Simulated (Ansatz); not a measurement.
# Ge: energy along a strain

Ge, P6_3/mmc, a = 3.997 Å, c = 6.596 Å. This isn't the element's structure at ambient conditions. Ansatz: PBEsol, PAW, 420 eV, Γ-centred 12×12×8 mesh on 4 atoms, Gaussian smearing 0.15 eV; no spin polarisation. Cell vectors (Å): 3.997 0.000 0.000; -1.998 3.461 0.000; 0.000 0.000 6.596. The cell is strained by x per cent times the pattern (1 0 0 0 0 0) in the order xx yy zz yz xz xy (engineering shears), with fractional coordinates held. y is the free energy over the start, V0 = 22.816 Å³/atom.

| x (%) | y (meV/atom) |
| --- | --- |
| -6.00 | 49.32 |
| -4.50 | 26.65 |
| -3.00 | ? |
| -1.50 | 2.74 |
| 0.00 | 0.00 |
| 1.50 | 2.52 |
| 3.00 | 9.74 |
| 4.50 | 21.12 |
| 5.25 | 28.22 |
| 6.00 | 36.17 |

Task: Fit y = c2 x² + c3 x³ to the other rows, get the stiffness along the pattern, and predict the missing energy.

Result: Least squares on the rows shown. y = 1.1849 x² − 0.030487 x³. The clamped-ion stiffness p·C·p = 2 × 11.85 eV × 160.2 / 22.816 Å³ = 166 GPa, which is C11 in these axes. At x = -3.00 the fit asked for gives 11.49 meV/atom. The run gave 11.38 meV/atom, so the fit is 0.11 meV/atom too high, within twice the rms miss on the fitted rows (0.08 meV/atom).